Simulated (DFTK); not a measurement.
Runs of DFTK 0.8.2 on Rh. It takes space group Fm-3m (No. 225, cubic). Conventional cell: a = 3.796 Å, b = 3.796 Å, c = 3.796 Å, α = 90.00°, β = 90.00°, γ = 90.00°. Rh (site symmetry m-3m) has 12 Rh at 2.68 Å as nearest neighbours. 

| task | level | potentials or basis | U | k mesh | cutoff (eV) | start of the occupations | symmetries used | mesh quality | gap on the mesh (eV) | pressure (GPa) | V0 of scaled cells (Å³/atom) | B0 (GPa) |
| --- | --- | --- | --- | --- | --- | --- | --- | --- | --- | --- | --- | --- |
| single point | PBEsol | SG15 1.2 (PBE) | - | 12 × 12 × 12 | 1225 | - | - | not flagged | none | -4.0 | - | - |
| band structure | LDA+U | dojo.nc.sr.lda.v0_4_1.standard.upf (LDA) | Rh d U = 1.5 eV | 6 × 6 × 6 | 1197 | half filled (the program's default) | no | coarse | none | -8.5 | - | - |
| equation of state | PBEsol | SPMS 1.0 (PBE) | - | 10 × 10 × 10 | 1225 | - | - | not flagged | - | - | 13.53 | 297 |
| band structure | LDA+U | dojo.nc.sr.lda.v0_4_1.standard.upf (LDA) | Rh d U = 3 eV | 6 × 6 × 6 | 1197 | half filled (the program's default) | no | coarse | none | -8.6 | - | - |
| equation of state | r2SCAN | SG15 1.2 (PBE) | - | 7 × 7 × 7 | 1225 | - | - | coarse | - | - | (a) | 288 |
| band structure | LDA+U | dojo.nc.sr.lda.v0_4_1.standard.upf (LDA) | Rh d U = 0 eV | 6 × 6 × 6 | 1197 | half filled (the program's default) | no | coarse | none | (b) | - | - |
| equation of state | PBEsol | dojo.nc.sr.pbesol.v0_4_1.standard.upf (PBEsol) | - | 12 × 12 × 12 | 1197 | - | - | not flagged | - | - | 13.52 | 297 |

Alike in all rows: no spin polarisation; cell as given; smearing fermi-dirac 0.05 eV.

Question: Estimate the missing entries.

Answer: (a) 13.58; (b) -7.9.

Caveats: some runs use coarse meshes; the potentials were made for another functional, which shifts forces and pressure (some runs); the Hubbard orbitals reach further out than in other programs, which can move energies by up to some tens of meV an atom (some runs); U without spin polarisation on a metal has little footing (some runs); the U is typed as a test and isn't derived for this compound (some runs).

A k mesh can miss the band edges, and the runs leave out spin-orbit coupling on Rh.

A gap of «none» marks a metal or a gap under the smearing width.
